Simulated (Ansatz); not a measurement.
**Compressing Rh**

The calculation used Ansatz 0.2.0, DFT r2SCAN, scalar-relativistic, plane waves, PAW. (500 eV cutoff, 18×18×18 k-mesh, Gaussian smearing of 0.10 eV, no spin polarisation)

Starting point, cell and atoms relaxed:

```yaml
crystal:
  lattice:
    - [0.00000, 1.89997, 1.89997]
    - [1.89997, 0.00000, 1.89997]
    - [1.89997, 1.89997, 0.00000]
  atoms:
    - { symbol: Rh, position: [0.00000, 0.00000, 0.00000] }
```

Cell and atoms are relaxed at each pressure within the symmetry of the start, at zero temperature, so transitions that lower the symmetry aren't seen. The k-mesh given is that at zero pressure and may differ at others. a, b and c are the lengths of the cell vectors above.

```
P (GPa) V (Å³/atom) V/V0  a (Å) b (Å) c (Å)
     -3        13.87  1.011  2.697  2.697  2.697
      0        13.72  1.000  2.687  2.687  2.687
      3        13.58  0.990  2.678  2.678  2.678
      8        13.36  0.974  2.663  2.663  2.663
     15        13.09  0.954  2.645  2.645  2.645
     30        12.59  0.918  2.612  2.612  2.612
     60        11.85  0.864  2.559  2.559  2.559
```

Problem. What bulk modulus and pressure derivative fit these points?

Solution. A third-order Birch–Murnaghan fit gives B0 = 283 GPa and B0' = 5.0.